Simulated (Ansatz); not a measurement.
Reaction (hydrogen abstraction from a Ga–H bond): `[NH2][GaH2]` + `F[C](F)F`• → `[NH2][GaH]`• + trifluoromethane

Gas-phase electronic energies from Ansatz, PBE0-D4/def2-TZVP geometries. CCSD(T)/CBS is the MP2 limit (def2-TZVPP, def2-QZVPP) plus CCSD(T) − MP2 in def2-TZVPP, frozen cores. This one scheme is used for every species. DFT in def2-TZVPP. HSE06 is defined as in plane-wave codes. No spin–orbit coupling; open shells (•) take unrestricted orbitals. For Ga outer-core shells are correlated without core-valence functions, which leaves a few kJ/mol of doubt a bond. Scalar relativity is left out up to krypton.

| species | HSE06-D4 energy (Eh) |
| --- | --- |
| `[NH2][GaH2]` | -1981.71764 |
| `F[C](F)F`• | -337.38048 |
| `[NH2][GaH]`• | -1981.08476 |
| `FC(F)F` | -338.05378 |

Work out ΔE.

ΔE = (-1981.08476) + (-338.05378) − (-1981.71764) − (-337.38048) = -0.04042 Eh = -1.10 eV. CCSD(T)/CBS gives -1.10 eV.

Largest T1 diagnostic among the species: 0.016.

Leaving LDA and LC-ωPBE aside and taking each functional with its dispersion term where it has one, the values, not all of them listed here, spread over 0.16 eV, from ωB97M-V to B97M-V. LDA lies −0.05 eV from PBE without D4. In def2-TZVPP, CCSD(T) changes the Hartree–Fock value by −0.13 eV (the triples alone add −0.01 eV) and MP2 by −0.18 eV.
